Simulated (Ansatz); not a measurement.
**Ni3Ge: enthalpy against pressure**

Ni3Ge, Pm-3m, a = 3.525 Å. The structure is a Materials Project entry; whether it is the stable form wasn't checked. Ansatz: PBEsol, PAW, 420 eV, Γ-centred 12×12×12 mesh on 4 atoms, Gaussian smearing 0.10 eV; no spin polarisation. Cell and atoms are relaxed at each pressure, and no other structure is tried, so the rows at high pressure may lie past a change of phase. y is the enthalpy over the state at zero pressure; there V0 = 10.949 Å³/atom. The pressures are the targets, met within 0.04 GPa.

```tsv
P (GPa)	y (eV/atom)
-3.0	-0.2065
0.0	0.0000
3.0	0.2036
8.0	0.5373
15.0	?
30.0	1.9368
60.0	3.7119
```

Problem. Fit y = c1 P + c2 P² + c3 P³ to the other rows, say what c1 and c2 mean, and predict the missing value.

Solution. Least squares on the rows shown. y = 0.068287 P − 0.00014154 P² + 5.7495×10⁻⁷ P³. Since dH/dP = V, c1 is V0: 0.068287 eV/GPa × 160.2 = 10.940 Å³ against 10.949; c2 = −V0/(2B0) gives B0 = 241 GPa, where a Birch–Murnaghan fit to the volumes of the same runs (not shown) gives 219 GPa: a cubic over this range folds the higher terms into c2. At P = 15.0 the fit asked for gives 0.9944 eV/atom. The run gave 0.9938 eV/atom, so the fit is 0.0006 eV/atom too high, a small miss on the scale of the series.